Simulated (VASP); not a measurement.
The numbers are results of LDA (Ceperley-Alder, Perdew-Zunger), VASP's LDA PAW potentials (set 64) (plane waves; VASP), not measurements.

VASP ran on this input.

### KPOINTS
```
Automatic
0
gamma
  7 7 7
```

### POSCAR
```
CsI
1.0
  3.7331770338   0.0000000000   0.0000000000
  0.0000000000   3.7331770338   0.0000000000
  0.0000000000   0.0000000000   3.7331770338
Cs I
1 1
Direct
  0.0000000000   0.0000000000   0.0000000000
  0.5000000000   0.5000000000   0.5000000000
```

### INCAR
```
SYSTEM  =  CsI
PREC  =  Accurate; ENCUT  =  500; LREAL  =  F
LASPH  =  T
EDIFF  =  1E-6; NELM  =  100; ALGO  =  Normal
LMAXMIX  =  4
ISMEAR  =  0; SIGMA  =  0.05
IBRION  =  2; NSW  =  40; ISIF  =  3
EDIFFG  =  -0.02; PSTRESS  =  300
LWAVE  =  F; LCHARG  =  F
```

POTCAR, in this order: Cs_sv I (LDA.64 set). Program: vasp_std.

Output of the run:

File OSZICAR:
```
       N       E                     dE             d eps       ncg     rms          rms(c)
DAV:   1     0.814722923995E+02    0.81472E+02   -0.69974E+03   480   0.115E+03
DAV:   2     0.436966633555E+00   -0.81035E+02   -0.75645E+02   684   0.179E+02
DAV:   3    -0.436779498861E+01   -0.48048E+01   -0.47799E+01   616   0.480E+01
DAV:   4    -0.441442259858E+01   -0.46628E-01   -0.46612E-01   564   0.576E+00
DAV:   5    -0.441500559198E+01   -0.58299E-03   -0.58298E-03   588   0.641E-01    0.446E+00
DAV:   6    -0.429306322040E+01    0.12194E+00   -0.15412E-01   516   0.261E+00    0.287E+00
DAV:   7    -0.426607834543E+01    0.26985E-01   -0.13851E-01   544   0.241E+00    0.752E-01
DAV:   8    -0.426508405106E+01    0.99429E-03   -0.17138E-02   524   0.990E-01    0.284E-01
DAV:   9    -0.426512231015E+01   -0.38259E-04   -0.79335E-04   596   0.218E-01    0.227E-01
DAV:  10    -0.426505454004E+01    0.67770E-04   -0.37253E-04   532   0.127E-01    0.163E-01
DAV:  11    -0.426504271522E+01    0.11825E-04   -0.42279E-05   588   0.501E-02    0.502E-02
DAV:  12    -0.426503817679E+01    0.45384E-05   -0.19891E-06   412   0.122E-02    0.402E-02
DAV:  13    -0.426503339740E+01    0.47794E-05   -0.11199E-05   524   0.208E-02    0.170E-02
DAV:  14    -0.426503307041E+01    0.32699E-06   -0.97824E-07   308   0.711E-03
   1 F= 0.54769289E+01 E0= 0.54769289E+01  d E =0.547693E+01
```

**OUTCAR**
```
------------------------ aborting loop because EDIFF is reached ----------------------------------------
  FORCE on cell =-STRESS in cart. coord.  units (eV):
  Direction    XX          YY          ZZ          XY          YZ          ZX
  --------------------------------------------------------------------------------------
  Total        9.7037019      9.7037019      9.7037019      0.0000000      0.0000000      0.0000000
  in kB      298.8217980    298.8217980    298.8217980      0.0000000      0.0000000      0.0000000
  external PRESSURE =      -1.1782020 kB  Pullay stress =     300.0000000 kB
  volume of cell :       52.03
      direct lattice vectors                 reciprocal lattice vectors
     3.733177034  0.000000000  0.000000000     0.267868357  0.000000000  0.000000000
     0.000000000  3.733177034  0.000000000     0.000000000  0.267868357  0.000000000
     0.000000000  0.000000000  3.733177034     0.000000000  0.000000000  0.267868357
 POSITION                                       TOTAL-FORCE (eV/Angst)
 -----------------------------------------------------------------------------------
      0.00000      0.00000      0.00000         0.000000      0.000000      0.000000
      1.86659      1.86659      1.86659         0.000000      0.000000      0.000000
 -----------------------------------------------------------------------------------
    total drift:                               -0.000000      0.000000      0.000000
  FREE ENERGIE OF THE ION-ELECTRON SYSTEM (eV)
  ---------------------------------------------------
  free  energy   TOTEN  =        -4.2650330704 eV

  energy  without entropy=       -4.2650330704  energy(sigma->0) =       -4.26503307
  enthalpy is  TOTEN    =         5.4769288708 eV   P V=        9.7419619412

 reached required accuracy - stopping structural energy minimisation
```
(Selected blocks of OUTCAR.)

The compound is CsI in the CsCl type structure. It was relaxed first under an external pressure of 30 GPa.
